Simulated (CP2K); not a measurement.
Nb in CP2K: convergence with eps scf

Input of the first run (eps scf 1.0E-3); the others differ in this setting and in those tied to it:

Contents of nb_converge.inp:

```
&GLOBAL
  PROJECT nb_converge
  RUN_TYPE ENERGY_FORCE
  PRINT_LEVEL LOW
&END GLOBAL
&FORCE_EVAL
  METHOD QS
  STRESS_TENSOR ANALYTICAL
  &DFT
    BASIS_SET_FILE_NAME BASIS_MOLOPT_UZH
    POTENTIAL_FILE_NAME POTENTIAL_UZH
    &MGRID
      CUTOFF 675
      REL_CUTOFF 60
      NGRIDS 4
    &END MGRID
    &QS
      METHOD GPW
      EPS_DEFAULT 1.0E-9
    &END QS
    &KPOINTS
      SCHEME MONKHORST-PACK 7 7 8
      GAMMA_CENTERED T
      SYMMETRY T
      SYMMETRY_BACKEND SPGLIB
    &END KPOINTS
    &SCF
      SCF_GUESS ATOMIC
      EPS_SCF 1.0E-3
      MAX_SCF 100
      ADDED_MOS 11
      CHOLESKY OFF
      EPS_EIGVAL 1.0E-7
      &DIAGONALIZATION ON
        ALGORITHM STANDARD
      &END DIAGONALIZATION
      &MIXING ON
        METHOD BROYDEN_MIXING
        ALPHA 0.4
        BETA 1.5
        NBUFFER 8
      &END MIXING
      &SMEAR ON
        METHOD FERMI_DIRAC
        ELECTRONIC_TEMPERATURE [K] 1160.452
      &END SMEAR
    &END SCF
    &XC
      &XC_FUNCTIONAL
        &MGGA_X_R2SCAN
        &END MGGA_X_R2SCAN
        &MGGA_C_R2SCAN
        &END MGGA_C_R2SCAN
      &END XC_FUNCTIONAL
    &END XC
    &PRINT
      &KPOINTS ON
      &END KPOINTS
      &MULLIKEN ON
      &END MULLIKEN
      &MO ON
        ENERGIES T
        OCCUPATION_NUMBERS T
        &EACH
          QS_SCF 0
        &END EACH
        ADD_LAST NUMERIC
      &END MO
    &END PRINT
  &END DFT
  &SUBSYS
    &CELL
      ABC 2.7298019259 2.7440887290 2.6895086886
      ALPHA_BETA_GAMMA 90.5700301720 86.9329402076 90.6308230825
      PERIODIC XYZ
    &END CELL
    &COORD
      SCALED
      Nb  0.5174330000 0.4721610000 0.4910590000
    &END COORD
    &KIND Nb
      BASIS_SET TZVP-MOLOPT-SCAN-GTH-q13
      POTENTIAL GTH-SCAN-q13
    &END KIND
    &PRINT
      &ATOMIC_COORDINATES ON
      &END ATOMIC_COORDINATES
      &CELL ON
      &END CELL
      &SYMMETRY ON
      &END SYMMETRY
    &END PRINT
  &END SUBSYS
  &PRINT
    &FORCES ON
    &END FORCES
    &STRESS_TENSOR ON
    &END STRESS_TENSOR
  &END PRINT
&END FORCE_EVAL
```

Potentials or basis: POTENTIAL_UZH Nb GTH-SCAN-q13; TZVP-MOLOPT-SCAN-GTH basis.

Command:

```sh
$ OMP_NUM_THREADS=1 cp2k.psmp -i nb_converge.inp -o nb_converge.out
```

The cell isn't the ideal one: cell strained at random at fixed volume.

The cell was built by a generator and needn't be a form met in nature.

Hardware: 1 thread of Arm Neoverse V1, on a shared host.

```
eps scf  energy less the tightest run, at zero smearing (meV/atom)  SCF cycles  CPU time (s)  peak memory (GiB)
 1.0E-3                                                       0.00           8            92               0.28
 1.0E-4                                                       0.00           9            99               0.28
 1.0E-5                                                       0.00          11           110               0.28
 1.0E-6                                                       0.00          13           130               0.28
 1.0E-7                                                       0.00          15           140               0.28
 1.0E-8                                                       0.00          18           170               0.28
```

Against the tightest run, the energy stays within 1 meV/atom from 1.0E-3 on. The tightest run that finished is the yardstick and may itself not be fully converged.
